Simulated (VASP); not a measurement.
# Os (P6_3/mmc) in VASP: further runs, part 2 of 2

VASP 6.6.1. Earlier steps stand in the parts before.

### 4 Band structure, LDA

File POSCAR:

```
Os
1.0
    2.7341000000      0.0000000000      0.0000000000
   -1.3670500000      2.3678000565      0.0000000000
    0.0000000000      0.0000000000      4.3197000000
Os
2
Direct
    0.6666666667      0.3333333333      0.7500000000
    0.3333333333      0.6666666667      0.2500000000
```

File INCAR.step1:

```
SYSTEM = Os
PREC = Accurate
ENCUT = 520
EDIFF = 1E-6
ISMEAR = -1
SIGMA = 0.05
LREAL = .False.
LASPH = .True.
NELM = 60
ALGO = Fast
ISIF = 2
LWAVE = .False.
LCHARG = .True.
LMAXMIX = 4
GGA = CA
NBANDS = 15
```

File KPOINTS.step1:

```
regular mesh
0
Gamma
  11 11 6
  0 0 0
```

File INCAR.step2:

```
SYSTEM = Os
PREC = Accurate
ENCUT = 520
EDIFF = 1E-6
ISMEAR = 0
SIGMA = 0.05
LREAL = .False.
LASPH = .True.
NELM = 60
ALGO = Fast
ISIF = 2
LWAVE = .False.
LCHARG = .False.
LMAXMIX = 4
GGA = CA
NBANDS = 15
ICHARG = 11
```

File KPOINTS.step2:

```
path GMKGALHA,LM,KH
20
line-mode
reciprocal
 0.0000000000  0.0000000000  0.0000000000  G
 0.5000000000  0.0000000000  0.0000000000  M

 0.5000000000  0.0000000000  0.0000000000  M
 0.3333333333  0.3333333333  0.0000000000  K

 0.3333333333  0.3333333333  0.0000000000  K
 0.0000000000  0.0000000000  0.0000000000  G

 0.0000000000  0.0000000000  0.0000000000  G
 0.0000000000  0.0000000000  0.5000000000  A

 0.0000000000  0.0000000000  0.5000000000  A
 0.5000000000  0.0000000000  0.5000000000  L

 0.5000000000  0.0000000000  0.5000000000  L
 0.3333333333  0.3333333333  0.5000000000  H

 0.3333333333  0.3333333333  0.5000000000  H
 0.0000000000  0.0000000000  0.5000000000  A

 0.5000000000  0.0000000000  0.5000000000  L
 0.5000000000  0.0000000000  0.0000000000  M

 0.3333333333  0.3333333333  0.0000000000  K
 0.3333333333  0.3333333333  0.5000000000  H
```

Potentials or basis: VASP PAW LDA potentials, release 64 (Os).

Started as:

```bash
> cat potpaw_LDA.64/Os/POTCAR > POTCAR
> cp INCAR.step1 INCAR
> cp KPOINTS.step1 KPOINTS
> mpirun -np 1 vasp_std > vasp.out
> cp INCAR.step2 INCAR
> cp KPOINTS.step2 KPOINTS
> mpirun -np 1 vasp_std > vasp.out
```

OUTCAR:

```text
SYSTEM = Os
   PREC = Accurate
   ENCUT = 520
   EDIFF = 1E-6
   ISMEAR = 0
   LREAL = .False.
   LASPH = .True.
   NELM = 60
   ISIF = 2
   GGA = CA
   ICHARG = 11

 ion  position               nearest neighbor table
   1  0.667  0.333  0.750-   2 2.68   2 2.68   2 2.68   2 2.68   2 2.68   2 2.68
   2  0.333  0.667  0.250-   1 2.68   1 2.68   1 2.68   1 2.68   1 2.68   1 2.68

  LATTYP: Found a hexagonal cell.
 ALAT       =     2.7341000000
 C/A-ratio  =     1.5799348963

  Lattice vectors:

 A1 = (   2.7341000000,   0.0000000000,   0.0000000000)
 A2 = (  -1.3670500000,   2.3678000565,   0.0000000000)
 A3 = (   0.0000000000,   0.0000000000,   4.3197000000)

Analysis of symmetry for initial positions (statically):
=====================================================================
 Subroutine PRICEL returns:
 Original cell was already a primitive cell.

 Routine SETGRP: Setting up the symmetry group for a
 hexagonal supercell.

 Subroutine GETGRP returns: Found 24 space group operations
 (whereof 12 operations were pure point group operations)
 out of a pool of 24 trial point group operations.

The static configuration has the point symmetry D_3d.
[... 199 lines left out ...]
      8       7.8198      2.00000
      9       7.8198      2.00000
     10       9.5360      0.20525
     11      11.0722      0.00000
     12      11.0722      0.00000
     13      18.4739      0.00000
     14      23.5187      0.00000
[... 689 lines left out ...]
      2       4.0262      2.00000
      3       4.0262      2.00000
      4       4.8130      2.00000
      5       5.9716      2.00000
      6       5.9716      2.00000
      7       8.0675      2.00000
      8      10.8622      0.00000
      9      10.8622      0.00000
     10      11.4481      0.00000
     11      14.8054      0.00000
     12      14.8055      0.00000
     13      16.5448      0.00000
     14      23.4527      0.00000
     15      24.5027      0.00000

 [... further k-points ...]

------------------------ aborting loop because EDIFF is reached ----------------------------------------

  FORCE on cell =-STRESS in cart. coord.  units (eV):
  Direction    XX          YY          ZZ          XY          YZ          ZX
  --------------------------------------------------------------------------------------
  -------------------------------------------------------------------------------------
  Total       -2.2328041     -2.2328041      0.7738143      0.0000000      0.0000000      0.0000000
  in kB     -127.9228690   -127.9228690     44.3337376      0.0000000      0.0000000      0.0000000
  external PRESSURE =     -70.5040001 kB  Pullay stress =       0.0000000 kB

 VOLUME and BASIS-vectors are now :
 -----------------------------------------------------------------------------
  energy-cutoff  :      520.00
  volume of cell :       27.96
      direct lattice vectors                 reciprocal lattice vectors
     2.734100000  0.000000000  0.000000000     0.365751070  0.211166479  0.000000000
    -1.367050000  2.367800057  0.000000000     0.000000000  0.422332957  0.000000000
     0.000000000  0.000000000  4.319700000     0.000000000  0.000000000  0.231497558

 POSITION                                       TOTAL-FORCE (eV/Angst)
 -----------------------------------------------------------------------------------
      1.36705      0.78927      3.23977        -0.000000     -0.000000      0.000000
     -0.00000      1.57853      1.07993         0.000000      0.000000     -0.000000
 -----------------------------------------------------------------------------------
    total drift:                               -0.000000      0.000000     -0.000000

  FREE ENERGIE OF THE ION-ELECTRON SYSTEM (eV)
  ---------------------------------------------------
  free  energy   TOTEN  =       -25.4872461615 eV

  energy  without entropy=      -25.4864259439  energy(sigma->0) =      -25.48683605
```

OUTCAR.step1:

```text
SYSTEM = Os
   PREC = Accurate
   ENCUT = 520
   EDIFF = 1E-6
   ISMEAR = -1
   LREAL = .False.
[... 972 lines left out ...]
      1.36705      0.78927      3.23977        -0.000000      0.000000      0.000000
     -0.00000      1.57853      1.07993         0.000000      0.000000      0.000000
 -----------------------------------------------------------------------------------
    total drift:                               -0.000000      0.000000     -0.000000

  FREE ENERGIE OF THE ION-ELECTRON SYSTEM (eV)
  ---------------------------------------------------
  free  energy   TOTEN  =       -25.2857457151 eV

  energy  without entropy=      -25.2723722333  energy(sigma->0) =      -25.27905897
```

It took 54 s on 1 thread of Intel Xeon Platinum 8488C (Sapphire Rapids), shared host; peak memory 0.17 GiB.

What came out:

```
Band gap along the path : none (metal or under the smearing width)
```

Levels at the corners of the path, in eV from the Fermi level:
```tsv
point	band 5	band 6	band 7	band 8	band 9	band 10	band 11	band 12
Γ	-2.77	-2.17	-2.17	-1.52	-1.52	0.20	1.73	1.73
M	-2.79	-2.50	-1.83	2.08	2.64	2.76	4.49	5.80
M	-2.79	-2.50	-1.83	2.08	2.64	2.76	4.49	5.80
K	-3.37	-3.37	-1.27	1.52	1.52	2.11	5.46	5.46
K	-3.37	-3.37	-1.27	1.52	1.52	2.11	5.46	5.46
Γ	-2.77	-2.17	-2.17	-1.52	-1.52	0.20	1.73	1.73
Γ	-2.77	-2.17	-2.17	-1.52	-1.52	0.20	1.73	1.73
A	-3.20	-3.20	-3.20	-3.20	0.94	0.94	0.94	0.94
A	-3.20	-3.20	-3.20	-3.20	0.94	0.94	0.94	0.94
L	-1.16	-1.16	-0.04	-0.04	2.42	2.42	3.39	3.39
L	-1.16	-1.16	-0.04	-0.04	2.42	2.42	3.39	3.39
H	-3.34	-3.34	-1.31	-1.31	1.67	1.67	8.46	8.46
H	-3.34	-3.34	-1.31	-1.31	1.67	1.67	8.46	8.46
A	-3.20	-3.20	-3.20	-3.20	0.94	0.94	0.94	0.94
L	-1.16	-1.16	-0.04	-0.04	2.42	2.42	3.39	3.39
M	-2.79	-2.50	-1.83	2.08	2.64	2.76	4.49	5.80
K	-3.37	-3.37	-1.27	1.52	1.52	2.11	5.46	5.46
H	-3.34	-3.34	-1.31	-1.31	1.67	1.67	8.46	8.46
```

Caveat: the log is that of the step along the path at fixed density, whose energy, stress, charges and moments have no meaning; spin-orbit coupling is left out, which moves the levels of the heavy elements.

### 5 The reference run

An earlier run on the cell as given: functional PBE; potentials or basis VASP PAW PBE potentials, release 64 (Os); cutoff 520 eV; k mesh 11 × 11 × 6; occupations fermi-dirac, width 0.05 eV; no spin polarisation.

* Pressure: 8.9 GPa
* Band gap on the k mesh: none (metal or under the smearing width)

### 6 Overview

```csv
task,level,potentials or basis,spin,k mesh,pressure (GPa)
band structure,PBE,"VASP PAW PBE potentials, release 64 (Os)",off,11 × 11 × 6,-
band structure,PBE,"VASP PAW PBE potentials, release 64 (Os)","SOC, no magnetisation",8 × 8 × 5,8.5
band structure,LDA,"VASP PAW LDA potentials, release 64 (Os)",off,11 × 11 × 6,-
single point,PBE,"VASP PAW PBE potentials, release 64 (Os)",off,11 × 11 × 6,8.9
```

Alike in all rows: cell as given; cutoff (eV) 520; smearing fermi-dirac 0.05 eV.

Caveats: spin-orbit coupling is left out, which moves the levels of the heavy elements (some runs).

Absolute energies hang on the potentials; compare differences alone.
